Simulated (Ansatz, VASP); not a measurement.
# Sb: VASP beside Ansatz

```
Sb
1.0
     0.00000    2.31266    2.31266
     2.31266    0.00000    2.31266
     2.31266    2.31266    0.00000
Sb
1
Direct
  0.00000 0.00000 0.00000
```

Change from the starting cell: volume scaled by 1.01.

Alike in both runs: task single point; functional PBEsol; k mesh 14 × 14 × 14; occupations fermi-dirac, width 0.03 eV; no spin polarisation.

|  | VASP | Ansatz |
| --- | --- | --- |
| version | VASP 6.6.1 | Ansatz 0.2.0 |
| potentials or method | VASP PAW PBE potentials, release 64 (Sb), cutoff 520 eV | all-electron LAPW, scalar-relativistic |

|  | VASP | Ansatz | Ansatz less VASP |
| --- | --- | --- | --- |
| pressure (GPa) | 4.2 | 4.2 | -0.02 |

Ansatz ran all-electron here, so the differences hold the error of VASP's frozen core and of both bases.

Caveats: the PAW data sets were made with another functional, which shifts forces and pressure a little (VASP). Spin-orbit coupling is left out, which matters for the levels of Sb.
